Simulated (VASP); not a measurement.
# Lu (P6_3/mmc) in VASP: notebook, part 2 of 2

VASP 6.6.1.

## Step 4: Single point, PBE

Input file INCAR:

```
SYSTEM = Lu
  PREC = Accurate
  ENCUT = 300
  EDIFF = 1E-6
  ISMEAR = 0
  SIGMA = 0.1
  LREAL = .False.
  LASPH = .True.
  NELM = 100
  ALGO = Normal
  ISIF = 2
  LWAVE = .False.
  LCHARG = .False.
  GGA = PE
  ADDGRID = .False.
```

Input file KPOINTS:

```
regular mesh
0
Gamma
  11 11 6
  0 0 0
```

Input file POSCAR:

```
Lu
1.0
    3.5031000000      0.0000000000      0.0000000000
   -1.7515500000      3.0337735920      0.0000000000
    0.0000000000      0.0000000000      5.5509000000
Lu
2
Direct
    0.6666666667      0.3333333333      0.7500000000
    0.3333333333      0.6666666667      0.2500000000
```

Potentials or basis: VASP PAW PBE potentials, release 64 (Lu_3), 4f in core.

Command:

```
$ cat potpaw_PBE.64/Lu_3/POTCAR > POTCAR
$ mpirun -np 1 vasp_std > vasp.out
```

OUTCAR:

```text
SYSTEM = Lu
   PREC = Accurate
   ENCUT = 300
   EDIFF = 1E-6
   ISMEAR = 0
   LREAL = .False.
   LASPH = .True.
   NELM = 100
   ISIF = 2
   GGA = PE

 Found     64 irreducible k-points:

 Following reciprocal coordinates:
            Coordinates               Weight
  0.000000  0.000000  0.000000      1.000000
  0.090909  0.000000  0.000000      6.000000
  0.181818  0.000000  0.000000      6.000000
  0.272727 -0.000000  0.000000      6.000000
  0.363636  0.000000  0.000000      6.000000
  0.454545  0.000000  0.000000      6.000000
   k-points           NKPTS =     64   k-points in BZ     NKDIM =     64   number of bands    NBANDS=     13
   number of dos      NEDOS =    301   number of ions     NIONS =      2
   total plane-waves  NPLWV =  12800
   dimension x,y,z NGX =    20 NGY =   20 NGZ =   32
   dimension x,y,z NGXF=    40 NGYF=   40 NGZF=   64
   ions per type =               2
   NGX,Y,Z   is equivalent  to a cutoff of   9.49,  9.49,  9.58 a.u.
   NGXF,Y,Z  is equivalent  to a cutoff of  18.98, 18.98, 19.17 a.u.
 SYSTEM =  Lu
   PREC   = accura    normal or accurate (medium, high low for compatibility)
   ISTART =      0    job   : 0-new  1-cont  2-samecut
   ICHARG =      2    charge: 1-file 2-atom 10-const
   ISPIN  =      1    spin polarized calculation?
   LNONCOLLINEAR =      F non collinear calculations
   LSORBIT =      F    spin-orbit coupling
   LASPH  =      T    aspherical Exc in radial PAW
   ENCUT  =  300.0 eV  22.05 Ry    4.70 a.u.   4.95  4.95  7.84*2*pi/ulx,y,z
   NELM   =    100;   NELMIN=  2; NELMDL= -5     # of ELM steps
   EDIFF  = 0.1E-05   stopping-criterion for ELM
   LREAL  =      F    real-space projection
   EDIFFG = 0.1E-04   stopping-criterion for IOM
   NSW    =      0    number of steps for IOM
   IBRION =     -1    ionic relax: 0-MD 1-quasi-New 2-CG
   NFREE  =      0    steps in history (QN), initial steepest desc. (CG)
   ISIF   =      2    stress and relaxation
   ISYM   =      2    0-nonsym 1-usesym 2-fastsym
   POTIM  = 0.5000    time-step for ionic-motion
   TEBEG  =    0.0;   TEEND  =   0.0 temperature during run
   PSTRESS=    0.0 pullay stress
   NELECT =      18.0000    total number of electrons
   NUPDOWN=      -1.0000    fix difference up-down
   EMIN   =  10.00;   EMAX   =-10.00  energy-range for DOS
   EFERMI =   0.00;   METHOD = LEGACY
   ISMEAR =     0;   SIGMA  =   0.10  broadening in eV -4-tet -1-fermi 0-gaus
   EFERMI_NEDOS =   21; number of points for ismear=-14 and -15
   IALGO  =     38    algorithm
   IMIX   =      4    mixing-type and parameters
     AMIX     =   0.40;   BMIX     =  1.00
     AMIX_MAG =   1.60;   BMIX_MAG =  1.00
  volume/ion in A,a.u.               =      29.50       199.05
  Fermi-wavevector in a.u.,A,eV,Ry     =   1.102130  2.082723 16.526853  1.214689
  Thomas-Fermi vector in A             =   2.238568
   LORBIT       =      0    0 simple, 1 ext, 2 COOP (PROOUT), +10 PAW based schemes
   GGA     = PE    functional components
   LHFCALC =     F    Hartree Fock is set to
   AEXX    =    0.0000 exact exchange contribution
   IVDW    =     0    specifies the selected vdW correction
   LEPSILON=     F    determine dielectric tensor
   LRPA    =     F    only Hartree local field effects (RPA)
 non-spin polarized calculation
 Gauss-broadening in eV      SIGMA  =   0.10
  energy-cutoff  :      300.00
  volume of cell :       58.99
 maximum number of plane-waves:       710
 NGX is ok and might be reduce to    20
   NGX =  9   NGY =  9   NGZ = 15

 number of electron      18.0000003 magnetization

 Free energy of the ion-electron system (eV)
  ---------------------------------------------------
  ext. energy  EPLUGINS =         0.00000000
  ---------------------------------------------------
  free energy    TOTEN  =        -8.91370501 eV

  energy without entropy =       -8.89841367  energy(sigma->0) =       -8.90605934

 E-fermi :   2.7789     XC(G=0):  -9.9084

 val. band max:        2.7661924989   @ k =   0.3636   0.0000   0.0000
 cond. band min:       2.8160349777   @ k =   0.3636   0.1818   0.3333
 fundamental gap:      0.0498424788
 Fermi energy:         2.7788928396

 k-point     1 :       0.0000    0.0000    0.0000
  band No.  band energies     occupation
      1     -24.2686      2.00000
      2     -23.8599      2.00000
      3     -23.8599      2.00000
      4     -23.7839      2.00000
      5     -23.7839      2.00000
      6     -23.7576      2.00000
      7      -3.2479      2.00000
      8       0.3401      2.00000
      9       3.3275      0.00000
     10       4.9920      0.00000
     11       4.9926      0.00000
     12       5.2805      0.00000
     13       5.6921      0.00000

 k-point     2 :       0.0909    0.0000    0.0000
  band No.  band energies     occupation
      1     -24.2559      2.00000
      2     -23.8862      2.00000
      3     -23.8688      2.00000
      4     -23.8116      2.00000
      5     -23.7877      2.00000
      6     -23.7634      2.00000
      7      -3.0512      2.00000
      8       0.5420      2.00000
      9       3.1937      0.00000
     10       4.5002      0.00000
     11       5.1787      0.00000
     12       5.4140      0.00000
     13       5.6437      0.00000

 k-point     3 :       0.1818    0.0000    0.0000
  band No.  band energies     occupation
      1     -24.2199      2.00000
      2     -23.9568      2.00000
      3     -23.8917      2.00000
      4     -23.8843      2.00000
      5     -23.7984      2.00000
      6     -23.7809      2.00000
      7      -2.4864      2.00000
      8       1.0872      2.00000
      9       2.8622      0.23888
     10       3.7839      0.00000
     11       4.8402      0.00000
     12       5.4380      0.00000
     13       5.6803      0.00000

 k-point     4 :       0.2727   -0.0000    0.0000
  band No.  band energies     occupation
      1     -24.1668      2.00000
      2     -24.0499      2.00000
      3     -23.9756      2.00000
      4     -23.9205      2.00000
      5     -23.8134      2.00000
      6     -23.8096      2.00000
      7      -1.6313      2.00000
      8       1.7030      2.00000
      9       2.4730      1.99998
     10       3.1621      0.00000
     11       4.4066      0.00000
     12       4.9058      0.00000
     13       5.2362      0.00000

 k-point     5 :       0.3636    0.0000    0.0000
  band No.  band energies     occupation
      1     -24.1357      2.00000
      2     -24.1072      2.00000
      3     -24.0562      2.00000
      4     -23.9461      2.00000
      5     -23.8469      2.00000
      6     -23.8279      2.00000
      7      -0.6272      2.00000
      8       1.8149      2.00000
      9       2.1477      2.00000
     10       2.7662      1.14254
     11       4.5258      0.00000
     12       4.5902      0.00000
     13       4.9111      0.00000

 k-point     6 :       0.4545    0.0000    0.0000
  band No.  band energies     occupation
      1     -24.1866      2.00000
      2     -24.1029      2.00000
      3     -24.0600      2.00000
      4     -23.9610      2.00000
      5     -23.8807      2.00000
      6     -23.8367      2.00000
      7       0.2587      2.00000
      8       1.4967      2.00000
      9       1.9657      2.00000
     10       2.5038      1.99990
     11       4.3301      0.00000
     12       4.7391      0.00000
     13       5.0347      0.00000

 [... further k-points ...]

------------------------ aborting loop because EDIFF is reached ----------------------------------------

  FORCE on cell =-STRESS in cart. coord.  units (eV):
  Direction    XX          YY          ZZ          XY          YZ          ZX
  --------------------------------------------------------------------------------------
  -------------------------------------------------------------------------------------
  Total        0.0855499      0.0855499     -0.3677740      0.0000000      0.0000000      0.0000000
  in kB        2.3234372      2.3234372     -9.9883206      0.0000000      0.0000000      0.0000000
  external PRESSURE =      -1.7804821 kB  Pullay stress =       0.0000000 kB

 VOLUME and BASIS-vectors are now :
 -----------------------------------------------------------------------------
  energy-cutoff  :      300.00
  volume of cell :       58.99
      direct lattice vectors                 reciprocal lattice vectors
     3.503100000  0.000000000  0.000000000     0.285461448  0.164811244  0.000000000
    -1.751550000  3.033773592  0.000000000     0.000000000  0.329622488  0.000000000
     0.000000000  0.000000000  5.550900000     0.000000000  0.000000000  0.180150967

 POSITION                                       TOTAL-FORCE (eV/Angst)
 -----------------------------------------------------------------------------------
      1.75155      1.01126      4.16318        -0.000000      0.000000      0.000000
     -0.00000      2.02252      1.38773         0.000000     -0.000000      0.000000
 -----------------------------------------------------------------------------------
    total drift:                               -0.000000      0.000000     -0.000000

  FREE ENERGIE OF THE ION-ELECTRON SYSTEM (eV)
  ---------------------------------------------------
  free  energy   TOTEN  =        -8.9137050079 eV

  energy  without entropy=       -8.8984136684  energy(sigma->0) =       -8.90605934
```

Run time: 8.6 s. Hardware: 1 thread of Intel Xeon 6975P-C (Granite Rapids), shared host; peak memory 0.14 GiB.

The run converged, but some of its settings lie outside the range that counts as converged, so its numbers aren't taken as properties of the crystal.

Results:

| Quantity | Value |
| --- | --- |
| Free energy | -8.9137 eV |
| Pressure | -0.2 GPa |
| Band gap on the k mesh | none (metal or under the smearing width) |

## Step 5: For comparison

An earlier run on the cell as given: functional PBE; potentials or basis VASP PAW PBE potentials, release 64 (Lu); cutoff 520 eV; k mesh 9 × 9 × 5; occupations fermi-dirac, width 0.05 eV; no spin polarisation.

* Pressure: -0.4 GPa
* Band gap on the k mesh: none (metal or under the smearing width)
